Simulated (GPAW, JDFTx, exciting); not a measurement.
## GaAs: programs and potentials compared

```
As Ga
1.0
     3.99777    0.00000    0.00000
     1.99888    3.46217    0.00000
     1.99888    1.15406    3.26417
As Ga
1 1
Direct
  0.75000 0.75000 0.75000
  0.00000 0.00000 0.00000
```

Alike in all runs: task single point; functional LDA; k mesh 8 × 8 × 8; occupations gaussian, width 0.05 eV; no spin polarisation; no spin-orbit coupling. LDA stands for any of its common fits. Pressure is positive in compression and, in plane waves, holds the error of the finite cutoff.

```json
{"program and potentials": "JDFTx, PseudoDojo-SR-LDA-0.4.1-standard with smoothed tails", "plane-wave cutoff (eV)": "1088", "notes": "14 valence electrons an atom on average", "band gap (eV)": "0.28", "pressure (GPa)": "-2.12"}
{"program and potentials": "exciting, all-electron LAPW+lo, shipped species files, valence relativity iora*", "plane-wave cutoff (eV)": "-", "notes": "-", "band gap (eV)": "0.28", "pressure (GPa)": "-"}
{"program and potentials": "GPAW, the program's PAW data sets (release 1.2.1) made for this functional", "plane-wave cutoff (eV)": "600", "notes": "4 valence electrons an atom on average", "band gap (eV)": "0.36", "pressure (GPa)": "-0.87"}
```

The band gap spans 0.28 (exciting, all-electron LAPW+lo, shipped species files, valence relativity iora*) to 0.36 eV (GPAW, the program's PAW data sets (release 1.2.1) made for this functional), with all-electron results at 0.28. The pressure spans -2.12 (JDFTx, PseudoDojo-SR-LDA-0.4.1-standard with smoothed tails) to -0.87 GPa (GPAW, the program's PAW data sets (release 1.2.1) made for this functional). Spin-orbit coupling, left out here, moves the band edges of heavy atoms.

Differences between rows come from potentials, basis sets and numerical settings, since the functional is the same but for its coding. Runs on potential files found faulty are left out.
